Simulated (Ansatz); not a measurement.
The system is Mo.

```
Mo
1.0
    -1.58381    1.58381    1.58381
     1.58381   -1.58381    1.58381
     1.58381    1.58381   -1.58381
Mo
1
Direct
  0.00000 0.00000 0.00000
```

- Program: Ansatz 0.2.0
- Task: relaxation of cell and atoms
- Functional: LDA
- Potentials or basis: Ansatz PAW
- Cutoff: 420 eV (not typed: the program's choice for these potentials)
- k mesh: 12 × 12 × 12
- Occupations: fermi-dirac, width 0.05 eV
- Spin: no spin polarisation
- Hubbard terms: Mo d U = 5.3 eV

At the start: volume 15.89 Å³/atom.

Problem. How do energy, volume and symmetry change on relaxing?

Solution. It ends after 4 steps and the volume is 15.31 Å³/atom (-3.7 %); space group Im-3m (No. 229, to 0.05 Å).

The path:
| step | energy change (eV) | largest force (eV/Å) | volume (Å³) |
| --- | --- | --- | --- |
| 1 | 0.0000 | 0.0000 | 15.89 |
| 2 | -0.0170 | 0.0000 | 15.38 |
| 3 | -0.0174 | 0.0000 | 15.31 |
| 4 | -0.0173 | 0.0000 | 15.31 |

Final structure:
```yaml
crystal:
  lattice:
    - [-1.56426, 1.56426, 1.56426]
    - [1.56426, -1.56426, 1.56426]
    - [1.56426, 1.56426, -1.56426]
  atoms:
    - { symbol: Mo, position: [0.00000, 0.00000, 0.00000] }
```

Caveat: the plane-wave basis is chosen anew once the cell has moved, so the energies of steps on either side of that aren't comparable; the PAW data sets come from PBE, with cores solved anew for the run's functional, which leaves a small shift of forces and pressure; the U is typed as a test and isn't derived for this compound.
